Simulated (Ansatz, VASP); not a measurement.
Given: the input of a run of Ansatz 0.2.0 on BeTe.

File input.yaml:

```yaml
crystal:
  lattice:
    - [0.0, 2.77, 2.77]
    - [2.77, 0.0, 2.77]
    - [2.77, 2.77, 0.0]
  atoms:
    - { symbol: Te, position: [0.75, 0.75, 0.75] }
    - { symbol: Be, position: [0.0, 0.0, 0.0] }
hamiltonian:
  xc: pbesol
  pseudopotentials: { kind: paw }
kpoints:
  mp_grid: { grid: [8, 8, 8] }
scf:
  occupations: { method: fermi_dirac, width: 0.05 }
output:
  forces: true
  stress: true
  eigenvalues: true
```

Potentials or basis: Ansatz PAW.

Command:

```bash
$ ansatz run input.yaml --threads 1 --pin off --max-ram 3584MiB --backend cpu --events-out ev --progress --plain --runs-dir out
```

Q: Set up the same calculation for VASP 6.6.1. Potentials there: VASP PAW PBE potentials, release 64 (Te, Be).

A: As run (the cutoff follows the program's own potentials):

INCAR

```
  PREC = Accurate
  ENCUT = 520
  EDIFF = 1E-7
  ISMEAR = -1
  SIGMA = 0.05
  LREAL = False
  LASPH = True
  NELM = 80
  ALGO = Normal
  ISIF = 2
  LWAVE = False
  LCHARG = True
  GGA = PS
  LELF = True
  LVHAR = True
  NBANDS = 11
```

KPOINTS

```
regular mesh
0
Gamma
  8 8 8
```

The input POSCAR:

```
BeTe
1.0
    0.0000000000      2.7700000000      2.7700000000
    2.7700000000      0.0000000000      2.7700000000
    2.7700000000      2.7700000000      0.0000000000
Te Be
1 1
Direct
    0.7500000000      0.7500000000      0.7500000000
    0.0000000000      0.0000000000      0.0000000000
```

Potentials or basis: VASP PAW PBE potentials, release 64 (Te, Be).

Run with:

```console
$ cat potpaw_PBE.64/Te/POTCAR potpaw_PBE.64/Be/POTCAR > POTCAR
$ mpirun -np 1 vasp_std > vasp.out
```

Both were run:

|  | VASP | Ansatz | Ansatz less VASP |
| --- | --- | --- | --- |
| gap on the k mesh at the Fermi level (eV) | 1.73 | 1.75 | +0.020 |
| least direct gap on the mesh (eV) | 3.55 | 3.58 | +0.023 |
| pressure (GPa) | 2.5 | 2.3 | -0.29 |

The two sets of potentials don't hold the same shells in valence.

Caveats: spin-orbit coupling is left out, which moves the levels of the heavy elements; the PAW data sets were made with another functional, which shifts forces and pressure a little (VASP); the PAW data sets come from PBE, with cores solved anew for the run's functional, which leaves a small shift of forces and pressure (Ansatz). As with any semilocal functional, this PBEsol gap is likely too small. A k mesh can miss the band edges.
